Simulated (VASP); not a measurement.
# CoO (Fm-3m) in VASP: settings compared

Aim: see how the results for CoO move with the level of theory and the settings. Levels: PBE, r2SCAN. Tasks: single point.

Program: VASP 6.6.1. These are calculated values, not measurements. Logs are shortened: lines on timing, memory, paths and dates and some standing lists are left out, and cuts for length are marked.

## 1. The crystal as given

Symmetry: Fm-3m, No. 225, cubic system. The conventional cell has a = 4.263 Å, b = 4.263 Å, c = 4.263 Å, α = 90.00°, β = 90.00°, γ = 90.00°. Co (site symmetry m-3m) is surrounded by 6 O at 2.13 Å. O (site symmetry m-3m) is surrounded by 6 Co at 2.13 Å.

## 2. Single point, PBE, collinear spin, ferromagnetic start

File run.py:

```python
from ase.calculators.vasp import Vasp
from ase.dft.bandgap import bandgap
from ase.io import read

atoms = read('POSCAR')
atoms.set_initial_magnetic_moments([2.0, 0.0])
calc = Vasp(
    directory='calc',
    xc='pbe',
    pp='PBE',
    setups={'base': 'minimal', 'Co': '_GW', 'O': '_GW'},
    prec='Accurate',
    encut=550,
    ediff=1e-07,
    ismear=0,
    sigma=0.05,
    lreal=False,
    lasph=True,
    nelm=120,
    algo='Fast',
    isif=2,
    lwave=False,
    lcharg=False,
    ispin=2,
    lorbit=11,
    lmaxmix=4,
    kpts=[11, 11, 11],
    gamma=True,
)
atoms.calc = calc

print('energy (eV):', atoms.get_potential_energy())
print('free energy (eV):', atoms.get_potential_energy(force_consistent=True))
print('forces (eV/A):')
print(atoms.get_forces())
print('stress (eV/A^3, Voigt):', atoms.get_stress())
print('Fermi level (eV):', calc.get_fermi_level())
print('moment (muB):', atoms.get_magnetic_moment())
print('site moments (muB):', atoms.get_magnetic_moments())
gap, top, bottom = bandgap(calc)
print('band gap (eV):', gap, 'from (spin, k, band)', top, 'to', bottom)
```

File POSCAR:

```
CoO
1.0
    0.0000000000      2.1315000000      2.1315000000
    2.1315000000      0.0000000000      2.1315000000
    2.1315000000      2.1315000000      0.0000000000
Co O
1 1
Direct
    0.0000000000      0.0000000000      0.0000000000
    0.5000000000      0.5000000000      0.5000000000
```

Potentials or basis: VASP PAW PBE potentials, release 64 (Co_GW, O_GW).

Run with:

```
$ python run.py
```

The log of the run:

```text
energy (eV): -13.08131974
free energy (eV): -13.08375881
forces (eV/A):
[[-0.  0. -0.]
 [ 0. -0.  0.]]
stress (eV/A^3, Voigt): [ 0.01788094  0.01788094  0.01788094  0.          0.         -0.        ]
Fermi level (eV): 5.12701875
moment (muB): 2.9325068
site moments (muB): [2.558 0.313]
band gap (eV): 0.0 from (spin, k, band) (None, None, None) to (None, None, None)
```

OUTCAR:

```text
ENCUT = 550.000000
   EDIFF = 1.00e-07
   GGA = PE
   PREC = Accurate
   ISIF = 2
   ISMEAR = 0
   ISPIN = 2
   LORBIT = 11
   NELM = 120
   LASPH = .TRUE.
   LREAL = .FALSE.

 ion  position               nearest neighbor table
   1  0.000  0.000  0.000-   2 2.13   2 2.13   2 2.13   2 2.13   2 2.13   2 2.13
   2  0.500  0.500  0.500-   1 2.13   1 2.13   1 2.13   1 2.13   1 2.13   1 2.13

  LATTYP: Found a face centered cubic cell.
 ALAT       =     4.2630000000

  Lattice vectors:

 A1 = (   0.0000000000,   2.1315000000,   2.1315000000)
 A2 = (   2.1315000000,   0.0000000000,   2.1315000000)
 A3 = (   2.1315000000,   2.1315000000,   0.0000000000)

Analysis of symmetry for initial positions (statically):
=====================================================================
 Subroutine PRICEL returns:
 Original cell was already a primitive cell.

 Routine SETGRP: Setting up the symmetry group for a
 face centered cubic supercell.

 Subroutine GETGRP returns: Found 48 space group operations
 (whereof 48 operations were pure point group operations)
 out of a pool of 48 trial point group operations.

The static configuration has the point symmetry O_h .

Analysis of symmetry for dynamics (positions and initial velocities):
=====================================================================
 Subroutine PRICEL returns:
 Original cell was already a primitive cell.

 Routine SETGRP: Setting up the symmetry group for a
 face centered cubic supercell.

 Subroutine GETGRP returns: Found 48 space group operations
 (whereof 48 operations were pure point group operations)
 out of a pool of 48 trial point group operations.

The dynamic configuration has the point symmetry O_h .

Analysis of structural, dynamic, and magnetic symmetry:
=====================================================================
 Subroutine PRICEL returns:
 Original cell was already a primitive cell.

 Routine SETGRP: Setting up the symmetry group for a
 face centered cubic supercell.

 Subroutine GETGRP returns: Found 48 space group operations
 (whereof 48 operations were pure point group operations)
 out of a pool of 48 trial point group operations.

The overall configuration has the point symmetry O_h .

 Subroutine INISYM returns: Found 48 space group operations
 (whereof 48 operations are pure point group operations),
 and found     1 'primitive' translations

----------------------------------------------------------------------------------------

                                     Primitive cell

  volume of cell :      19.3681

  direct lattice vectors                    reciprocal lattice vectors
     0.000000000  2.131500000  2.131500000    -0.234576589  0.234576589  0.234576589
     2.131500000  0.000000000  2.131500000     0.234576589 -0.234576589  0.234576589
     2.131500000  2.131500000  0.000000000     0.234576589  0.234576589 -0.234576589

  length of vectors
     3.014396208  3.014396208  3.014396208     0.406298571  0.406298571  0.406298571

  position of ions in fractional coordinates (direct lattice)
     0.000000000  0.000000000  0.000000000
     0.500000000  0.500000000  0.500000000

  ion indices of the primitive-cell ions
   primitive index   ion index
                 1           1
                 2           2

----------------------------------------------------------------------------------------

 KPOINTS: KPOINTS created by Atomic Simulation Env

Automatic generation of k-mesh.
 Grid dimensions read from file:
 generate k-points for:   11   11   11

 Generating k-lattice:

  Cartesian coordinates                     Fractional coordinates (reciprocal lattice)
    -0.021325144  0.021325144  0.021325144     0.090909091  0.000000000  0.000000000
[... 80 lines left out ...]
   LNONCOLLINEAR =      F non collinear calculations
   LSORBIT =      F    spin-orbit coupling
   LASPH  =      T    aspherical Exc in radial PAW
   ENCUT  =  550.0 eV  40.42 Ry    6.36 a.u.   5.76  5.76  5.76*2*pi/ulx,y,z
   NELM   =    120;   NELMIN=  2; NELMDL= -5     # of ELM steps
   EDIFF  = 0.1E-06   stopping-criterion for ELM
   LREAL  =      F    real-space projection
   EDIFFG = 0.1E-05   stopping-criterion for IOM
   NSW    =      0    number of steps for IOM
   IBRION =     -1    ionic relax: 0-MD 1-quasi-New 2-CG
   NFREE  =      0    steps in history (QN), initial steepest desc. (CG)
   ISIF   =      2    stress and relaxation
   ISYM   =      2    0-nonsym 1-usesym 2-fastsym
   POTIM  = 0.5000    time-step for ionic-motion
   TEBEG  =    0.0;   TEEND  =   0.0 temperature during run
   PSTRESS=    0.0 pullay stress
   NELECT =      15.0000    total number of electrons
   NUPDOWN=      -1.0000    fix difference up-down
   EMIN   =  10.00;   EMAX   =-10.00  energy-range for DOS
   EFERMI =   0.00;   METHOD = LEGACY
   ISMEAR =     0;   SIGMA  =   0.05  broadening in eV -4-tet -1-fermi 0-gaus
   EFERMI_NEDOS =   21; number of points for ismear=-14 and -15
   IALGO  =     68    algorithm
   IMIX   =      4    mixing-type and parameters
     AMIX     =   0.40;   BMIX     =  1.00
     AMIX_MAG =   1.60;   BMIX_MAG =  1.00
  volume/ion in A,a.u.               =       9.68        65.35
  Fermi-wavevector in a.u.,A,eV,Ry     =   1.503407  2.841027 30.752334  2.260233
  Thomas-Fermi vector in A             =   2.614521
   LORBIT       =     11    0 simple, 1 ext, 2 COOP (PROOUT), +10 PAW based schemes
   GGA     = PE    functional components
   LHFCALC =     F    Hartree Fock is set to
   AEXX    =    0.0000 exact exchange contribution
   IVDW    =     0    specifies the selected vdW correction
   LEPSILON=     F    determine dielectric tensor
   LRPA    =     F    only Hartree local field effects (RPA)
 spin polarized calculation
 RMM-DIIS sequential band-by-band and
 Gauss-broadening in eV      SIGMA  =   0.05
  energy-cutoff  :      550.00
  volume of cell :       19.37
 maximum number of plane-waves:       574
   NGX = 11   NGY = 11   NGZ = 11

 number of electron      15.0000010 magnetization       2.9325068

 Free energy of the ion-electron system (eV)
  ---------------------------------------------------
  ext. energy  EPLUGINS =         0.00000000
  ---------------------------------------------------
  free energy    TOTEN  =       -13.08375881 eV

  energy without entropy =      -13.07888068  energy(sigma->0) =      -13.08131974

 E-fermi :   5.1270     XC(G=0): -12.4682

 val. band max:        5.1267191485   @ k =  -0.4545   0.0909   0.0000
 cond. band min:       5.1302260625   @ k =  -0.2727   0.1818   0.0000
 fundamental gap:      0.0035069139
 Fermi energy:         5.1270187456

 spin component 1

 k-point     1 :       0.0000    0.0000    0.0000
  band No.  band energies     occupation
      1     -15.0694      1.00000
      2       1.8417      1.00000
      3       1.8417      1.00000
      4       1.9975      1.00000
      5       1.9975      1.00000
      6       1.9975      1.00000
      7       2.0382      1.00000
      8       2.0382      1.00000
      9       2.0382      1.00000
     10       6.0891      0.00000
     11      21.9268      0.00000
     12      23.1734      0.00000
[... 573 lines left out ...]
      1     -13.8346      1.00000
      2      -2.5574      1.00000
      3      -0.8898      1.00000
      4      -0.7271      1.00000
      5       2.5812      1.00000
      6       2.7599      1.00000
      7       3.2236      1.00000
      8       4.3187      1.00000
      9       4.8896      1.00000
     10      11.3979      0.00000
     11      14.2014      0.00000
     12      16.9329      0.00000

 [... further k-points ...]

 spin component 2

 k-point     1 :       0.0000    0.0000    0.0000
  band No.  band energies     occupation
      1     -14.5604      1.00000
      2       2.5624      1.00000
      3       2.5624      1.00000
      4       2.5624      1.00000
      5       4.0271      1.00000
      6       4.0271      1.00000
      7       4.0271      1.00000
      8       5.1933      0.03043
      9       5.1933      0.03035
     10       6.6313      0.00000
     11      21.8241      0.00000
     12      23.6747      0.00000
[... 573 lines left out ...]
      1     -13.2789      1.00000
      2      -1.9897      1.00000
      3       0.2531      1.00000
      4       0.5855      1.00000
      5       4.7818      1.00000
      6       5.0026      0.99978
      7       5.2376      0.00088
      8       6.9972      0.00000
      9       7.5759      0.00000
     10      11.8603      0.00000
     11      14.9967      0.00000
     12      17.4965      0.00000

 [... further k-points ...]

------------------------ aborting loop because EDIFF is reached ----------------------------------------

  FORCE on cell =-STRESS in cart. coord.  units (eV):
  Direction    XX          YY          ZZ          XY          YZ          ZX
  --------------------------------------------------------------------------------------
  -------------------------------------------------------------------------------------
  Total       -0.3463188     -0.3463188     -0.3463188      0.0000000      0.0000000     -0.0000000
  in kB      -28.6484203    -28.6484203    -28.6484203      0.0000000      0.0000000     -0.0000000
  external PRESSURE =     -28.6484203 kB  Pullay stress =       0.0000000 kB

 VOLUME and BASIS-vectors are now :
 -----------------------------------------------------------------------------
  energy-cutoff  :      550.00
  volume of cell :       19.37
      direct lattice vectors                 reciprocal lattice vectors
     0.000000000  2.131500000  2.131500000    -0.234576589  0.234576589  0.234576589
     2.131500000  0.000000000  2.131500000     0.234576589 -0.234576589  0.234576589
     2.131500000  2.131500000  0.000000000     0.234576589  0.234576589 -0.234576589

 POSITION                                       TOTAL-FORCE (eV/Angst)
 -----------------------------------------------------------------------------------
      0.00000      0.00000      0.00000        -0.000000      0.000000     -0.000000
      2.13150      2.13150      2.13150         0.000000     -0.000000      0.000000
 -----------------------------------------------------------------------------------
    total drift:                                0.000000     -0.000000     -0.000000

  FREE ENERGIE OF THE ION-ELECTRON SYSTEM (eV)
  ---------------------------------------------------
  free  energy   TOTEN  =       -13.0837588080 eV

  energy  without entropy=      -13.0788806792  energy(sigma->0) =      -13.08131974

 total charge

# of ion       s       p       d       f       tot
--------------------------------------------------
    1        0.287   0.346   7.094   0.023   7.750
    2        1.532   3.378   0.000   0.000   4.910
--------------------------------------------------
tot          1.819   3.723   7.094   0.023  12.659

 magnetization (x)

# of ion       s       p       d       f       tot
--------------------------------------------------
    1        0.021   0.018   2.518   0.002   2.558
    2        0.033   0.280   0.000   0.000   0.313
--------------------------------------------------
tot          0.054   0.298   2.518   0.002   2.871
```

INCAR:

```text
ENCUT = 550.000000
SIGMA = 0.050000
EDIFF = 1.00e-07
ALGO = Fast
GGA = PE
PREC = Accurate
ISIF = 2
ISMEAR = 0
ISPIN = 2
LMAXMIX = 4
LORBIT = 11
NELM = 120
LASPH = .TRUE.
LCHARG = .FALSE.
LWAVE = .FALSE.
LREAL = .FALSE.
MAGMOM = 1*2.0000 1*0.0000
```

It took 62 s on 1 thread of Intel Xeon Platinum 8488C (Sapphire Rapids), shared host; peak memory 0.17 GiB.

Results:

```
Free energy                                           : -13.0838 eV
Pressure                                              : -2.9 GPa
Band gap on the k mesh                                : none (metal or under the smearing width)
Net moment                                            : 2.93 μB per cell
Site moments                                          : Co +2.56; O +0.31 μB
Valence electrons inside the program's atomic spheres : Co 7.75; O 4.91
```

Levels at points of the mesh, in eV from the Fermi level:
Spin up:
| k point | band 7 | band 8 | band 9 | band 10 | band 11 | band 12 |
| --- | --- | --- | --- | --- | --- | --- |
| (0.00, 0.00, 0.00) | -3.09 | -3.09 | -3.09 | 0.96 | 16.80 | 18.05 |
Spin down:
| k point | band 4 | band 5 | band 6 | band 7 | band 8 | band 9 |
| --- | --- | --- | --- | --- | --- | --- |
| (0.00, 0.00, 0.00) | -2.56 | -1.10 | -1.10 | -1.10 | 0.07 | 0.07 |

Caveat: a cell with one magnetic atom can't hold antiferromagnetic order, which such compounds often take; semilocal functionals often make such compounds metallic where correlation or magnetic order opens a gap, which also shifts bond lengths. With open d or f shells a metallic result of PBE can be an artefact of self-interaction; +U or a hybrid may open a gap.

## 3. Single point, r2SCAN, collinear spin, ferromagnetic start

This run uses another cell than the first one: it holds 4 atoms, not 2.

File INCAR:

```
ALGO     = Normal         # electronic algorithm
EDIFF    = 1E-7           # SCF threshold, eV
ENCUT    = 520            # plane-wave cutoff, eV
ISIF     = 2              # what is computed and relaxed
ISMEAR   = -1             # smearing method
ISPIN    = 2              # spin polarisation
LASPH    = T              # aspherical terms in the spheres
LCHARG   = F              # write CHGCAR
LMAXMIX  = 4              # l up to which the mixer works
LMIXTAU  = T            
LORBIT   = 11             # projections on sites
LREAL    = F              # projectors in reciprocal space
LWAVE    = F              # write WAVECAR
MAGMOM   = 3.5 3.5 0 0    # initial moments
METAGGA  = R2SCAN         # meta-GGA
NELM     = 100            # most SCF steps
PREC     = Accurate       # precision mode
SIGMA    = 0.05           # smearing width, eV
```

File KPOINTS:

```
k-points
0
Gamma
  8 8 8
```

File POSCAR:

```
CoO
1.0
    2.1315000000      2.1315000000      4.2630000000
    2.1315000000     -2.1315000000      0.0000000000
    2.1315000000      2.1315000000      0.0000000000
Co O
2 2
Direct
    0.0000000000      0.0000000000      0.0000000000
    0.5000000000      0.5000000000      0.0000000000
    0.5000000000      0.0000000000      0.5000000000
    0.0000000000      0.5000000000      0.5000000000
```

Potentials or basis: VASP PAW PBE potentials, release 64 (Co, O).

Run with:

```
$ cat potpaw_PBE.64/Co/POTCAR potpaw_PBE.64/O/POTCAR > POTCAR
$ mpirun -np 1 vasp_std > vasp.out
```

Run time: 16 min. Hardware: 1 thread of Intel Xeon Platinum 8175M at 2.50GHz (Skylake/Cascade Lake), shared host; peak memory 0.26 GiB.

The run converged. Its results:

* Free energy: -42.1258 eV
* Pressure: -7.3 GPa
* Band gap on the k mesh: none (metal or under the smearing width)
* Net moment: 6.00 μB per cell
* Site moments: Co +2.69; O +0.29 μB
* Valence electrons inside the program's atomic spheres: Co 7.76; O 5.03

Levels at points of the mesh, in eV from the Fermi level:
Spin up:
```csv
k point,band 14,band 15,band 16,band 17,band 18,band 19,band 20,band 21,band 22,band 23
"(0.00, 0.00, 0.00)",-3.27,-3.27,-3.20,-2.68,-2.68,1.38,6.34,10.55,12.00,16.62
"(0.50, 0.00, 0.00)",-2.39,-2.39,-2.39,-2.32,-2.32,5.23,5.23,13.22,13.22,13.32
"(0.00, 0.50, 0.00)",-2.34,-2.27,-2.27,-0.47,-0.47,6.92,6.92,11.01,11.01,11.03
"(0.50, 0.50, 0.00)",-2.32,-0.33,-0.33,-0.33,-0.33,5.57,5.57,9.98,9.98,14.09
"(0.00, 0.50, 0.50)",-2.79,-2.68,-2.68,-1.89,-1.89,8.63,8.63,10.61,10.61,10.61
"(0.50, 0.50, 0.50)",-3.20,-2.68,-2.68,-2.68,-2.68,6.34,6.34,10.55,10.55,12.00
```
Spin down:
| k point | band 9 | band 10 | band 11 | band 12 | band 13 | band 14 | band 15 | band 16 |
| --- | --- | --- | --- | --- | --- | --- | --- | --- |
| (0.00, 0.00, 0.00) | -2.18 | -1.10 | -1.10 | -1.10 | 0.10 | 0.10 | 1.04 | 1.04 |
| (0.50, 0.00, 0.00) | -1.65 | -1.65 | 0.00 | 0.00 | 0.00 | 0.00 | 1.29 | 1.29 |
| (0.00, 0.50, 0.00) | -0.45 | -0.45 | 0.00 | 0.00 | 0.04 | 0.04 | 1.85 | 1.85 |
| (0.50, 0.50, 0.00) | -0.10 | -0.10 | -0.10 | -0.10 | 0.20 | 0.20 | 3.65 | 3.65 |
| (0.00, 0.50, 0.50) | -0.37 | -0.37 | -0.37 | -0.37 | 0.10 | 0.10 | 1.91 | 1.91 |
| (0.50, 0.50, 0.50) | -2.18 | -2.18 | 0.10 | 0.10 | 0.10 | 0.10 | 1.55 | 1.55 |

Caveat: the PAW data sets were made with another functional, which shifts forces and pressure a little; semilocal functionals often make such compounds metallic where correlation or magnetic order opens a gap, which also shifts bond lengths. With open d or f shells a metallic result of r2SCAN can be an artefact of self-interaction; +U or a hybrid may open a gap.
